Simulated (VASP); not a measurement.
Input of a VASP 6.6.1 run:

INCAR

```
SYSTEM = TiO2
ALGO = Normal ; EDIFF = 1E-6
EDIFFG = -0.02 ; ENCUT = 600
GGA = PE ; IBRION = 2
ISIF = 3 ; ISMEAR = -1
LASPH = .True. ; LCHARG = .False.
LREAL = .False. ; LWAVE = .False.
NELM = 100 ; NSW = 60
PREC = Accurate ; SIGMA = 0.05
```

The input KPOINTS:

```
k-points
0
Gamma
  6 6 9
  0 0 0
```

POSCAR

```
TiO2
1.0
    4.5998373239      0.0000000000      0.0000000000
    0.0000000000      4.5998373239      0.0000000000
    0.0000000000      0.0000000000      2.9592135600
Ti O
2 4
Direct
    0.0000000000      0.0000000000      0.5000000000
    0.5000000000      0.5000000000      0.0000000000
    0.3043213200      0.3043213200      0.5000000000
    0.1956786800      0.8043213200      0.0000000000
    0.8043213200      0.1956786800      0.0000000000
    0.6956786800      0.6956786800      0.5000000000
```

Potentials or basis: VASP PAW PBE potentials, release 64 (Ti_pv, O).

Command:

```sh
$ cat potpaw_PBE.64/Ti_pv/POTCAR potpaw_PBE.64/O/POTCAR > POTCAR
$ mpirun -np 1 vasp_std > vasp.out
```

(1) Estimate the space group after relaxing (to 0.05 Å).

(2) Predict the relaxed volume.

(3) What does it give for the band gap on the k mesh?

(4) What does it give for the relaxed cell?

## Answers

(1) P4_2/mnm (No. 136).

(2) 10.70 Å³/atom.

(3) 1.79 eV, direct.

(4) a = 4.650 Å, b = 4.650 Å, c = 2.968 Å, α = 90.00°, β = 90.00°, γ = 90.00°.

Caveat: an odd mesh through Γ misses points on the zone boundary, where band edges often lie.
